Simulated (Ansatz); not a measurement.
**MoS2 under strain — field gradients at the nuclei**

The cell is an entry of the Crystallography Open Database (COD), relaxed with PBE at fixed cell and then changed (z stretched by 3 %, ions relaxed).

```cif
data_structure
_symmetry_space_group_name_H-M 'P 1'
_symmetry_Int_Tables_number 1
_cell_length_a 6.5661
_cell_length_b 6.5661
_cell_length_c 6.5661
_cell_angle_alpha 27.874
_cell_angle_beta 27.874
_cell_angle_gamma 27.874
_cell_volume 54.65
loop_
_atom_site_label
_atom_site_type_symbol
_atom_site_fract_x
_atom_site_fract_y
_atom_site_fract_z
_atom_site_occupancy
Mo1 Mo 0.00000 0.00000 0.00000 1
S2 S 0.25062 0.25062 0.25062 1
S3 S 0.41608 0.41608 0.41608 1
```

Atom numbers follow the list; atoms alike are taken as one site, whose name carries the number of the first.

Computed with Ansatz: DFT, PBE, plane waves and PAW, scalar-relativistic, collinear spin, 420 eV cutoff, Γ-centred 16×16×16 k-points, Fermi–Dirac smearing 0.02 eV. Start moments as typed (μB): 2 on each Mo, none on the rest.

Conventions: |V_zz| ≥ |V_yy| ≥ |V_xx|, η = (V_xx − V_yy)/V_zz, C_Q = eQV_zz/h.

Mo-97: I = 5/2, Q = 255.0 mb; ³³S: I = 3/2, Q = -69.40 mb. Quadrupole moments are those of Pyykkö's year-2017 table.

| site | atoms (order as listed) | first shell | V_zz (10²¹ V/m²) | η | C_Q (MHz) |
| --- | --- | --- | --- | --- | --- |
| Mo | 1 | 6 S at 2.41 Å | -7.36 | 0.00 | -45.4 |
| S2 | 2 | 3 Mo at 2.41 Å | -5.39 | 0.00 | 9.04 |
| S3 | 3 | 3 Mo at 2.41 Å | -5.28 | 0.00 | 8.86 |

An axis of threefold or higher order runs through Mo, S2 and S3, so V_zz lies along it and η is zero.

Without spin–orbit coupling (the program notes it for Mo) the gradients can shift somewhat, as the gap is small. The start moments die out, and the run ends without spin.

The relaxation (4 steps) took 4.4 min of wall time (4.3 min of CPU time) and 1.3 GiB at its peak, on 1 thread of Intel Xeon Platinum 8488C (Sapphire Rapids) (x86_64; 16 cores open to the job, memory cap 3.0 GiB, no GPU), a shared host with a load of 0.3 a core.
